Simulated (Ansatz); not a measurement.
# Nb: energy change per atom and pressure as volume scale varies

Plane-wave DFT, scalar-relativistic PAW made under PBE with cores redone for the functional, no dispersion; the given relaxed cell is scaled uniformly, energy at zero smearing counts from the unscaled cell, pressure at the given Fermi-Dirac smearing is positive in compression. The results are calculated, by Ansatz 0.2.0.

The cell before it is scaled or strained (space group Fm-3m, No. 225):
```
Nb
1.0
      0.0000     2.1224     2.1224
      2.1224     0.0000     2.1224
      2.1224     2.1224     0.0000
Nb
1
Direct
  0.00000 0.00000 0.00000
```

Settings of every row: spin polarised no; functional RPBE; wave cutoff 420 eV; smearing width 0.1 eV; k mesh 21x21x21.

Atom starting moment: 0 on all atoms.

Limits: the cell comes from a prototype or a list of computed structures and needn't be the stable phase.

| row | volume scale | V (Å³/atom) | energy change per atom (meV) | pressure (GPa) |
| --- | --- | --- | --- | --- |
| 1 | 0.88 | 16.827 | 158.64 | 24.87 |
| 2 | 0.92 | 17.591 | 64.97 | 14.95 |
| 3 | 0.96 | 18.356 | 14.53 | 6.72 |
| 4 | 1.04 | 19.886 | 15.31 | -5.79 |
| 5 | 1.08 | 20.651 | ? | ? |
| 6 | 1.12 | 21.416 | 115.87 | -14.35 |

Question: what energy change per atom and pressure should row 5 give?

Worked fit of energy change per atom. Take u = (V_r/V)^(2/3) − 1 with V_r = 18.356 Å³ an atom, which is twice the finite (Eulerian) strain; such expansions in the strain, on which the Birch-Murnaghan equation of state is built, carry the rest volume and the bulk modulus. The shown rows have u = 0.0597, 0.02879, 0, -0.05197, -0.09768. Least squares give energy change per atom = 14.287 + 1110.88 × u + 21991.1 × u² meV; a straight line predicts inner rows, each left out in turn, worse (root mean square 63 against 0.83 meV). The rows lie off it by -0.34, 0.47, 0.24, -0.64, 0.27 (root mean square 0.42 meV). The withheld row has u = -0.07553, so the fit gives 14.287 + 1110.88 × (-0.07553) + 21991.1 × (-0.07553)² = 55.84 meV.

The calculation gave 55.36 meV. The fit lies 0.48 meV (0.33 % of the column's range) above it; its largest miss of a shown row is 0.64 meV.

Worked fit of pressure. Take u = (V_r/V)^(2/3) − 1 with V_r = 18.356 Å³ an atom, which is twice the finite (Eulerian) strain; such expansions in the strain, on which the Birch-Murnaghan equation of state is built, carry the rest volume and the bulk modulus. The shown rows have u = 0.0597, 0.02879, 0, -0.05197, -0.09768. Least squares give pressure = 6.725 + 270.31 × u + 559.5 × u² GPa; a straight line predicts inner rows, each left out in turn, worse (root mean square 1.6 against 0.03 GPa). The rows lie off it by 0.01, -0.02, 0.00, 0.02, -0.01. The pressure vanishes at u = -0.0263, or V = 19.11 Å³ an atom, and there the bulk modulus at fixed shape and fractions is B = −V dP/dV = (2/3)(1 + u) dP/du = 156 GPa. The withheld row has u = -0.07553, so the fit gives 6.725 + 270.31 × (-0.07553) + 559.5 × (-0.07553)² = -10.50 GPa.

The calculation gave -10.48 GPa. The fit lies 0.02 GPa (0.051 % of the column's range) below it; its largest miss of a shown row is 0.02 GPa.
